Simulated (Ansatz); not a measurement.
## ZnTe, response to strain

Consider ZnTe in the zinc blende structure (space group F-43m, No. 216; a = 6.1134 Å). Axes: x, y, z lie along the cube axes.

Strains are applied to the cell and any free atomic positions relax; under biaxial strain the out-of-plane vector relaxes too.

Level of theory: r2SCAN/PAW in Ansatz (a program for electronic structure), no spin-orbit coupling.

Candidates:
(a) biaxial strain −1.76 %, plane normal [110], relaxed out of plane
(b) uniaxial strain ε_zz = +4.85 %
(c) biaxial strain −0.34 %, plane normal [001], relaxed out of plane
(d) tensor shear ε_yz = +1.95 %

Notes on the quantities. energy relative to the base: free energy F.

Task: Order them by energy relative to the base, highest first.

Result: (b) uniaxial strain ε_zz = +4.85 % (+14 meV/atom), (a) biaxial strain −1.76 %, plane normal [110], relaxed out of plane (+5.5 meV/atom), (d) tensor shear ε_yz = +1.95 % (+4.6 meV/atom), (c) biaxial strain −0.34 %, plane normal [001], relaxed out of plane (+0.1 meV/atom)

Whether these cells are dynamically stable was not tested.
